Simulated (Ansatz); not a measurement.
**Nb (Fm-3m): electronic heat capacity and spin susceptibility from the density of states**

All numbers below come from DFT PBEsol, scalar-relativistic, plane waves, PAW in Ansatz 0.2.0.

Settings: cutoff 420 eV, Γ-centred mesh 18×18×18 on the computed 1-atom cell, Gaussian smearing of 0.10 eV; no spin polarisation.

Relaxed cell: Fm-3m, a = 4.170 Å, b = 4.170 Å, c = 4.170 Å, α = 90.00°, β = 90.00°, γ = 90.00°, 1 atom in the primitive cell. This fcc form isn't the element's structure at ambient conditions.

The density of states at the Fermi level is 1.484 states/eV in the cell of 1 atom (1 formula unit; both spins, tetrahedra on a 27×27×27 mesh).

What Sommerfeld coefficient and Pauli susceptibility does this give?

Per formula unit N(E_F) = 1.484 states/eV. γ = (π²/3) k_B² N(E_F) N_A = 2.357 mJ/(mol K²) per state/eV, so γ = 3.5 mJ/(mol K²), a mole of formula units. χ_P = μ_B² N(E_F) N_A = 3.23×10⁻⁵ emu/mol per state/eV gives 4.8×10⁻⁵ emu/mol. This is the bare band result: a measured γ of the same phase is as a rule larger by a factor 1 + λ from phonons and spin fluctuations, the spin part of χ is larger by the Stoner factor, and a measured χ also holds orbital and core terms. N(E_F) at one energy is sensitive to the mesh where the density of states has sharp peaks.